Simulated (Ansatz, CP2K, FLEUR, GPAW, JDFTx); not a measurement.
## Equation of state of BAs under PBEsol

It takes space group F-43m (No. 216, cubic). Conventional cell: a = 4.777 Å, b = 4.777 Å, c = 4.777 Å, α = 90.00°, β = 90.00°, γ = 90.00°. Around As (site symmetry -43m) lie 4 B at 2.07 Å. Around B (site symmetry -43m) lie 4 As at 2.07 Å.

The cell was scaled at fixed shape and fractions and run with CP2K, POTENTIAL_UZH As GTH-PBE-q5, B GTH-PBE-q3; TZVP-MOLOPT-PBE-GTH basis; PBEsol, k mesh 10 × 10 × 10 on the cell of 2 atoms, fermi-dirac occupations of 0.05 eV, no spin polarisation, no spin-orbit coupling. The potentials were made for PBE. Energies are those that the program minimises, any entropy of the smearing included.

| V (Å³/atom) | energy over the lowest row (meV/atom) |
| --- | --- |
| 12.8087 | 37.63 |
| 13.0812 | 19.90 |
| 13.3537 | 8.08 |
| 13.6262 | ? |
| 13.8988 | 0.00 |
| 14.1713 | 2.78 |
| 14.4438 | 9.53 |

**Question.** Fit the third-order Birch-Murnaghan form, give V0, B0 and B′, and predict the energy left open.

**Answer.** With y = (V0/V)^(2/3), E = E0 + (9 V0 B0/16) [(y - 1)³ B′ + (y - 1)² (6 - 4y)]. Least squares through the rows shown give V0 = 13.8586 Å³/atom, E0 = -0.05 meV, B0 = 133.1 GPa (1 eV/Å³ = 160.218 GPa) and B′ = 4.02, with a largest miss of 0.01 meV. At V = 13.6262 the form with these constants gives 1.62 meV; the run gave 1.61 meV an atom. Other set-ups at this level, from all their volumes (Å³/atom, GPa): FLEUR, all-electron, FLAPW: V0 13.545, B0 140.3; GPAW, PAW data sets generated for this functional: V0 13.610, B0 141.3; JDFTx, PseudoDojo-SR-PBEsol-0.4.1-standard: V0 13.557, B0 140.2; Ansatz, all-electron LAPW, scalar-relativistic: V0 13.545, B0 140.3. Measured volume: 13.62 Å³/atom at 300 K (arxiv:1906.04101), so the fit lies +1.8 % from it. Measured modulus: 148 GPa (arxiv:1911.11281, doi:10.1063/1.5116025), so the fit lies -10.1 % from it. The runs are for a static lattice.
